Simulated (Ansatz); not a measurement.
## Computed energy against volume: InN (zinc blende)

InN (zinc blende)

```
InN
1.0
    0.00000     2.52471     2.52471
    2.52471     0.00000     2.52471
    2.52471     2.52471     0.00000
N In
1 1
Direct
  0.75000   0.75000   0.75000
  0.00000   0.00000   0.00000
```

E(V) scan at fixed shape, V₀ the volume above. Symmetry pins the atoms to their sites.

All values below come from PBE (plane waves to 420 eV, PAW, scalar-relativistic; Ansatz, a program for electronic structure). k mesh 11×11×11 (Γ-centred), Fermi-Dirac smearing 0.05 eV. Energies are smeared free energies. Compression counts positive. At this level the bands of InN touch or barely overlap; measurements give the solid a gap. InN was relaxed with its symmetry unable to fall. The PAW data are Ansatz's earlier set. ΔE is measured from the relaxed starting cell.

| V (Å³/cell) | ΔE (kJ/mol of atoms) | P (GPa) |
|---|---|---|
| 28.97 | 7.2 | 16.4 |
| 29.61 | 4.4 | 12.3 |
| 30.25 | 2.4 | 8.7 |
| 30.90 | 1.0 | 5.5 |
| 31.54 | 0.2 | 2.6 |
| 32.19 | 0.0 | 0.0 |
| 32.83 | 0.2 | -2.3 |
| 33.47 | 0.9 | -4.4 |
| 34.12 | 1.9 | -6.2 |
| 34.76 | 3.3 | -7.8 |
| 35.40 | 4.9 | -9.2 |

What the scan shows:

```
Item                                                       Value
-------------------------------------------------  -------------
Pressure at the smallest volume                         16.4 GPa
Energy cost of the largest compression               74 meV/atom
Energy cost of the largest expansion                 51 meV/atom
Bulk modulus B₀ (third-order Birch-Murnaghan fit)        121 GPa
Pressure derivative B₀′ (fit)                                4.7
Equilibrium volume of the fit                      16.09 Å³/atom
Pressure for 5 % compression (fit)                       7.0 GPa
```

(Under strain, the slope of the energy per volume gives the stress and its curvature an elastic modulus.)
